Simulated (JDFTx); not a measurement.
CuI (Marshite): single point with PBEsol

The system is CuI (Marshite).

```
I Cu
1.0
     0.00000    3.03150    3.03150
     3.03150    0.00000    3.03150
     3.03150    3.03150    0.00000
I Cu
1 1
Direct
  0.00000 0.00000 0.00000
  0.75000 0.75000 0.75000
```

* Program: JDFTx 1.7.0 (patched build)
* Task: single point
* Functional: PBEsol
* Potentials or basis: PseudoDojo-SR-PBEsol-0.4.1-standard with smoothed tails
* Cutoff: 1252 eV
* Density cutoff: 10014 eV
* k mesh: 8 × 8 × 8
* Occupations: gaussian, width 0.02 eV
* Spin: no spin polarisation

The pressure is -2.4 GPa. The band gap on the k mesh is 0.98 eV, direct. The loewdin charges are I -0.25; Cu +0.43 e.

Levels at points of the mesh, in eV from the valence-band top:
```tsv
k point	band 11	band 12	band 13	band 14	band 15	band 16
(0.00, 0.00, 0.00)	0.00	0.00	0.00	0.98	4.82	4.82
(0.00, 0.00, 0.50)	-1.78	-0.71	-0.71	2.04	5.36	5.36
(0.00, 0.50, 0.50)	-1.76	-1.50	-1.50	2.59	2.82	9.05
```

Wall time 2.5 min on 1 thread of Arm Neoverse V2, on a shared host, peak memory 0.21 GiB.

Caveat: the atomic charges don't sum to the cell's charge; spin-orbit coupling is left out, which moves the levels of the heavy elements.
